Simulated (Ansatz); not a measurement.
Crystal: BaTiO3.

```xyz
10
Lattice="4.0073 0.0000 0.0000 0.0000 4.0073 0.0000 0.0000 0.0000 8.0146" Properties=species:S:1:pos:R:3 pbc="T T T"
Ba    2.3139    2.3844    1.9229
Ba    2.0570    1.8276    6.1203
Ti    0.1419    4.0001    0.1061
Ti    3.8069    3.8918    4.1558
O     2.2804    3.7093    7.8525
O     1.7205    3.8733    4.0115
O     3.8827    2.3866    7.8876
O     3.8235    1.8548    4.1970
O     3.8544    0.0411    1.7952
O     0.1626    0.0749    6.0314
```

```yaml
Program: Ansatz 0.2.0
Task: relaxation of cell and atoms
Functional: r2SCAN
Potentials_or_basis: Ansatz PAW
Cutoff: "500 eV (not typed: the program's choice for these potentials)"
k_mesh: 7 × 7 × 4
Occupations: fermi-dirac, width 0.05 eV
Spin: no spin polarisation
```

At the start: volume 12.87 Å³/atom.

Q: How do energy, volume and symmetry change on relaxing?

A: It ends after 8 steps and the volume is 13.01 Å³/atom (+1.1 %); space group Cmc2_1 (No. 36, to 0.05 Å).

Step by step:
| step | energy change (eV) | largest force (eV/Å) | volume (Å³) |
| --- | --- | --- | --- |
| 1 | 0.0000 | 7.9792 | 128.70 |
| 2 | -3.3813 | 3.7424 | 132.86 |
| 3 | -4.5768 | 1.2054 | 129.89 |
| 4 | -4.7936 | 0.0698 | 129.44 |
| 5 | -4.7961 | 0.1391 | 130.50 |
| 6 | -4.7967 | 0.0615 | 130.07 |
| 7 | -4.7987 | 0.0024 | 130.13 |
| 8 | -4.7994 | 0.0022 | 130.13 |

Final structure:
```xyz
10
Lattice="3.9964 0.0036 0.0001 0.0036 3.9964 0.0000 0.0003 -0.0001 8.1480" Properties=species:S:1:pos:R:3 pbc="T T T"
Ba    1.9907    1.9901    2.0791
Ba    2.0101    2.0094    6.1531
Ti   -0.0531    3.9388    0.1096
Ti    4.0579    4.0570    4.1837
O     2.0483    4.0244    8.1159
O     1.9547    3.9722    4.0419
O     4.0243    2.0485    8.1160
O     3.9718    1.9554    4.0419
O     3.9949    0.0022    1.9496
O     0.0015    0.0016    6.0235
```

Caveat: the plane-wave basis is chosen anew once the cell has moved, so the energies of steps on either side of that aren't comparable; the PAW data sets come from PBE, with cores solved anew for the run's functional, which leaves a small shift of forces and pressure.
